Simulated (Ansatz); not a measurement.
Ca (bcc)

Level of theory: DFT, r²SCAN, scalar-relativistic, no spin polarisation; plane waves to 500 eV with PAW datasets (Ansatz 0.2.0), 14×14×14 k-mesh, Gaussian smearing of 0.05 eV; PAW files: Ansatz's generated set soft_2.

```
Ca
1.0
    -2.21251    2.21251    2.21251
     2.21251   -2.21251    2.21251
     2.21251    2.21251   -2.21251
Ca
1
Direct
  0.00000 0.00000 0.00000
```

At room temperature and ambient pressure Ca is fcc.

The cell is relaxed to zero pressure at this level.

Path: Γ–H–N–Γ–P–H | P–N, with Γ = (0.000, 0.000, 0.000), H = (0.500, -0.500, 0.500), N = (0.000, 0.000, 0.500), P = (0.250, 0.250, 0.250) in reciprocal vectors of the calculation's cell.

Levels between -3 and 5 eV from the Fermi level at the path's named points:
```tsv
point	below E_F (eV)	above E_F (eV)
Γ		2.62 2.62 2.62 3.68 3.68
H		0.16 0.16 4.06 4.06 4.06 4.50 4.50 4.50
N	-0.85 -0.16	1.59 3.60 3.97 4.73
P		0.39 0.39 0.39 4.01 4.01 4.11
```

(1) By these bands, is it a metal or an insulator, and if it has a gap, where are the band edges on this path?

Answer:

(1) A metal: bands cross the Fermi level.
